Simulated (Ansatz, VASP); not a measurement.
Al in VASP and in Ansatz

File INCAR:

```
ALGO = Normal
EDIFF = 1E-6
ENCUT = 520
GGA = RE
ISIF = 2
ISMEAR = -1
LASPH = True
LCHARG = False
LREAL = False
LWAVE = False
NBANDS = 14
NELM = 100
PREC = Accurate
SIGMA = 0.1
```

Contents of KPOINTS:

```
k-points
0
Gamma
  14 14 4
```

POSCAR

```
Al
1.0
    2.9693893364      0.0000000000      0.0000000000
   -1.4846946682      2.5715665990      0.0000000000
    0.0000000000      0.0000000000      9.8544910258
Al
4
Direct
    0.0000000000      0.0000000000      0.0000000000
    0.0000000000      0.0000000000      0.5000000000
    0.3333333333      0.6666666667      0.2500000000
    0.6666666667      0.3333333333      0.7500000000
```

Input for Ansatz:

```yaml
crystal:
  lattice:
    - [2.9693893364, 0.0, 0.0]
    - [-1.4846946682, 2.571566599, 0.0]
    - [0.0, 0.0, 9.8544910258]
  atoms:
    - { symbol: Al, position: [0.0, 0.0, 0.0] }
    - { symbol: Al, position: [0.0, 0.0, 0.5] }
    - { symbol: Al, position: [0.3333333333, 0.6666666667, 0.25] }
    - { symbol: Al, position: [0.6666666667, 0.3333333333, 0.75] }
hamiltonian:
  xc: revpbe
  pseudopotentials:
    kind: paw
    azcp:
      Al: "pseudopotentials/Al.paw.azcp"
basis:
  ecutwfc: 420
  fft_grid_basis: typed
kpoints:
  mp_grid: { grid: [14, 14, 4], shift: [0, 0, 0] }
magnetization:
  spin_polarized: false
scf:
  occupations: { method: fermi_dirac, width: 0.1 }
  lower_state_search: "off"
output:
  stress: true
```

Alike in both runs: task single point; functional revPBE; k mesh 14 × 14 × 4; occupations fermi-dirac, width 0.1 eV; no spin polarisation.

|  | VASP | Ansatz |
| --- | --- | --- |
| version | VASP 6.6.1 | Ansatz 0.2.0 |
| potentials or method | VASP PAW PBE potentials, release 64 (Al) | plane waves (420 eV) with PAW, scalar-relativistic |
| plane-wave cutoff (eV) | 520 | 420 |
| valence electrons in the cell | 12 | 12 |

|  | VASP | Ansatz | Ansatz less VASP |
| --- | --- | --- | --- |
| pressure (GPa) | -6.6 | -6.5 | +0.11 |
| largest component of the traceless stress (GPa) | 0.56 | 0.55 | -0.009 |

With one functional, cell and mesh, what is left measures potentials, basis and numerics.

Caveats: the PAW data sets were made with another functional, which shifts forces and pressure a little (VASP).
